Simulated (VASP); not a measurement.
A run of VASP 6.6.1 is set up as follows.

Contents of INCAR:

```
SYSTEM = PbSe
ALGO = Fast
EDIFF = 1E-6
ENCUT = 520
GGA = PE
ISIF = 2
ISMEAR = 0
LASPH = .TRUE.
LCHARG = .FALSE.
LREAL = .FALSE.
LWAVE = .FALSE.
NBANDS = 28
NELM = 100
PREC = Accurate
SIGMA = 0.05
```

The input KPOINTS:

```
k-points
0
G
  6 6 6
  0 0 0
```

POSCAR

```
PbSe
1.0
    0.0000000000     12.0007990000      3.1254420000
    3.1181510000      0.0000000000      3.1254420000
    3.1181510000     12.0007990000      0.0000000000
Pb Se
2 2
Direct
    0.1907300000      0.8052670000      0.1947330000
    0.8052670000      0.1907300000      0.8092700000
    0.6744230000      0.2955810000      0.7044190000
    0.2955810000      0.6744230000      0.3255770000
```

Potentials or basis: VASP PAW PBE potentials, release 64 (Pb_d, Se).

Command:

```bash
$ cat potpaw_PBE.64/Pb_d/POTCAR potpaw_PBE.64/Se/POTCAR > POTCAR
$ mpirun -np 1 vasp_std > vasp.out
```

(1) Predict the largest force.

(2) Estimate the pressure.

(3) Estimate the band gap on the k mesh.

## Answers

(1) 0.023 eV/Å.

(2) 0.0 GPa.

(3) 1.68 eV, direct.

Caveat: spin-orbit coupling is left out, which as a rule narrows the gap of such compounds by several tenths of an eV.
